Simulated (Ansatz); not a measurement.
The system is ZrS.

```
Zr S
1.0
     0.00000    2.62500    2.62500
     2.62500    0.00000    2.62500
     2.62500    2.62500    0.00000
Zr S
1 1
Direct
  0.00000 0.00000 0.00000
  0.50000 0.50000 0.50000
```

- Program: Ansatz 0.2.0
- Task: relaxation of cell and atoms
- Functional: PBEsol
- Potentials or basis: Ansatz PAW
- Cutoff: 420 eV (not typed: the program's choice for these potentials)
- k mesh: 9 × 9 × 9
- Occupations: fermi-dirac, width 0.05 eV
- Spin: no spin polarisation

At the start: volume 18.09 Å³/atom.

Question: How do energy, volume and symmetry change on relaxing?

Answer: It ends after 5 steps and the volume is 17.23 Å³/atom (-4.8 %); space group Fm-3m (No. 225, to 0.05 Å).

Step by step:
```tsv
step	energy change (eV)	largest force (eV/Å)	volume (Å³)
1	0.0000	0.0000	36.18
2	-0.0205	0.0000	33.38
3	-0.0365	0.0000	34.55
4	-0.0367	0.0000	34.46
5	-0.0364	0.0000	34.46
```

Final structure:
```
Zr S
1.0
     0.00000    2.58274    2.58274
     2.58274    0.00000    2.58274
     2.58274    2.58274    0.00000
Zr S
1 1
Direct
  0.00000 0.00000 0.00000
  0.50000 0.50000 0.50000
```

Caveat: the plane-wave basis is chosen anew once the cell has moved, so the energies of steps on either side of that aren't comparable; the PAW data sets come from PBE, with cores solved anew for the run's functional, which leaves a small shift of forces and pressure.
